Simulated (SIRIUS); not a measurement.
Ag2O under changes of volume

One of the cells (17.503 Å³/atom); the others are scaled copies at fixed shape and fractional positions:

```
CELL_PARAMETERS angstrom
4.71800 0.00000 0.00000
0.00000 4.71800 0.00000
0.00000 0.00000 4.71800
ATOMIC_POSITIONS crystal
Ag 0.75000 0.25000 0.75000
Ag 0.75000 0.75000 0.25000
Ag 0.25000 0.75000 0.75000
Ag 0.25000 0.25000 0.25000
O 0.50000 0.50000 0.50000
O 0.00000 0.00000 0.00000
```

- Program: SIRIUS 7.12.0
- Functional: PBEsol
- Potentials or basis: PseudoDojo 0.4.1 PBEsol standard (scalar relativistic)
- Cutoff: 1152 eV
- Density cutoff: 4606 eV
- k mesh: 6 × 6 × 6
- Occupations: fermi-dirac, width 0.05 eV
- Spin: no spin polarisation

```tsv
volume (Å³/atom)	energy over the lowest point (meV/atom)	pressure (GPa)	gap on the mesh (eV)
16.453	15.02	5.5	0.10
16.803	5.45	3.2	0.06
17.153	0.63	1.2	0.02
17.503	0.00	-0.6	0.00
17.853	3.06	-2.2	0.00
18.204	9.39	-3.6	0.00
18.554	?	?	?
```

Problem. What does the run at 18.554 Å³/atom give?

Solution. Energy over the lowest point 18.60 meV/atom; pressure -4.9 GPa; gap on the mesh 0.00 eV.

Worked out: A Birch-Murnaghan fit of order 3 (a polynomial in V^(-2/3)) to the other rows has its minimum at 17.38 Å³/atom with B0 = V·E''(V) = 88 GPa and B' = 5.3. It gives 18.57 meV/atom at 18.554 Å³/atom, against the run's 18.60, and -dE/dV = -4.8 GPa, against -4.9.

Energies are extrapolated to zero smearing.

A mesh can miss the band edges. Spin-orbit coupling on Ag is left out.
